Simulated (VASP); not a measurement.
Runs of VASP 6.6.1 on GaP. The cell holds a slab with vacuum, 16 atoms: a = 5.450 Å, b = 3.854 Å, c = 23.489 Å, α = 90.00°, β = 90.00°, γ = 90.00°. 

```tsv
cell	vacuum (Å)	gap on the mesh (eV)	largest force (eV/Å)
Pmn2_1, 30.84 Å³/atom	10	0.66	1.98
Pmn2_1, 46.59 Å³/atom	22	0.66	1.98
Pmn2_1, 38.72 Å³/atom	-	0.66	1.98
Pmn2_1, 24.27 Å³/atom	5	0.63	(a)
```

Alike in all rows: task work function; level PBEsol; potentials or basis VASP PAW PBE potentials, release 64 (Ga_d, P); no spin polarisation; k mesh 4 × 6 × 1; cutoff (eV) 520; smearing gaussian 0.05 eV.

Task: Fill in the values left out.

Result: (a) 1.94.

Caveats: the PAW data sets were made with another functional, which shifts forces and pressure a little.

A k mesh can miss the band edges, and the runs leave out spin-orbit coupling on Ga.
